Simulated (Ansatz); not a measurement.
# TiSi2 in Ansatz: the effect of target pressure

The system is TiSi2.

```
Ti Si
1.0
    -1.47287    1.71213    4.21208
     1.47287   -1.71213    4.21208
     1.47287    1.71213   -4.21208
Ti Si
1 2
Cartesian
  0.0000 0.0000 0.0000
  0.0000 0.0000 5.6448
  0.0000 0.0000 2.7793
```

The cell comes from a database or a generator and needn't be the stable form of this composition.

Alike in all runs:

* Program: Ansatz 0.2.0
* Task: relaxation of cell and atoms
* Functional: PBEsol
* Potentials or basis: Ansatz PAW
* Cutoff: 420 eV (not typed: the program's choice for these potentials)
* k mesh: 12 × 12 × 12
* Occupations: fermi-dirac, width 0.05 eV
* Spin: no spin polarisation

Each run relaxes the cell or the atoms first.

Problem. One run gave: relaxed volume 13.01 Å³/atom. Which target pressure did it use?
A. 30 GPa
B. 10 GPa
C. 20 GPa
D. 2 GPa
E. 5 GPa

Solution. B.

```csv
target pressure,relaxed volume (Å³/atom)
0 GPa,13.81
2 GPa,13.63
5 GPa,13.38
10 GPa,13.01
20 GPa,12.40
30 GPa,11.90
```

Caveats: the plane-wave basis is chosen anew once the cell has moved, so the energies of steps on either side of that aren't comparable; the PAW data sets come from PBE, with cores solved anew for the run's functional, which leaves a small shift of forces and pressure; the volume moved by over 15 % at a fixed basis, so the end points are rough (some runs).
